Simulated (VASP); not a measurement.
Os:

```
Os
1.0
     0.00000    1.94500    1.94500
     1.94500    0.00000    1.94500
     1.94500    1.94500    0.00000
Os
1
Direct
  0.00000 0.00000 0.00000
```

This isn't the form of Os at room conditions, which is hcp.

```yaml
Program: VASP 6.6.1
Task: relaxation of cell and atoms
Functional: r2SCAN
Potentials_or_basis: VASP PAW PBE potentials, release 64 (Os)
Cutoff: 600 eV
k_mesh: 12 × 12 × 12
Occupations: methfessel-paxton, width 0.1 eV
Spin: no spin polarisation
```

At the start: pressure -16.7 GPa; volume 14.72 Å³/atom.

Question: How do energy, volume and symmetry change on relaxing?

Answer: Over 5 steps the energy falls by 34.0 meV/atom and the volume is 14.09 Å³/atom (-4.2 %); space group Fm-3m (No. 225, to 0.05 Å).

The path:
| step | energy change (eV) | largest force (eV/Å) | pressure (GPa) | volume (Å³) |
| --- | --- | --- | --- | --- |
| 1 | 0.0000 | 0.0000 | -16.70 | 14.72 |
| 2 | 0.7525 | 0.0000 | 125.45 | 11.68 |
| 3 | -0.0338 | 0.0000 | -1.54 | 14.14 |
| 4 | -0.0340 | 0.0000 | -0.35 | 14.10 |
| 5 | -0.0340 | 0.0000 | -0.02 | 14.09 |

Final structure:
```xyz
1
Lattice="0.0000 1.9171 1.9171 1.9171 0.0000 1.9171 1.9171 1.9171 0.0000" Properties=species:S:1:pos:R:3 pbc="T T T"
Os    0.0000    0.0000    0.0000
```

Caveat: the PAW data sets were made with another functional, which shifts forces and pressure a little.
